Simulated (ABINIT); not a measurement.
A run of ABINIT 10.8.3 (patched build):

File run.abi:

```
pp_dirpath "./"
pseudos "Al.upf, N.upf"

acell 5.8484156851 5.8484156851 5.8484156851
rprim
     0.0000000000     0.7071067812     0.7071067812
     0.7071067812     0.0000000000     0.7071067812
     0.7071067812     0.7071067812     0.0000000000
ntypat 2
znucl 13 7
natom 2
typat 1 2
xcart
     0.0000000000     0.0000000000     0.0000000000
     2.0677271951     2.0677271951     2.0677271951
chkprim 0
chksymtnons 0
tolsym 1.0e-6

ecut 42.0

kptopt 1
ngkpt 8 8 8
nshiftk 1
shiftk 0.0 0.0 0.0

ixc -116133

nband 8
occopt 3
tsmear 0.05 eV

nstep 100
tolvrs 1.0e-10

iomode 3
prtwf 0
prtden 0
prteig 0
prtebands 0
enunit 2
```

Potentials or basis: PseudoDojo NC SR PBEsol v0.4.1 standard.

Command:

```bash
$ abinit run.abi > log 2>&1
```

Hardware: 1 thread of Arm Neoverse V1 (shared host).

**Question.** Estimate the wall time of this run.

**Answer.** Wall time 15 s on 1 thread of Arm Neoverse V1, on a shared host, peak memory 0.07 GiB. Counts: scf iterations 10, mpi ranks 1, k points 29, bands 8, plane waves 1862.
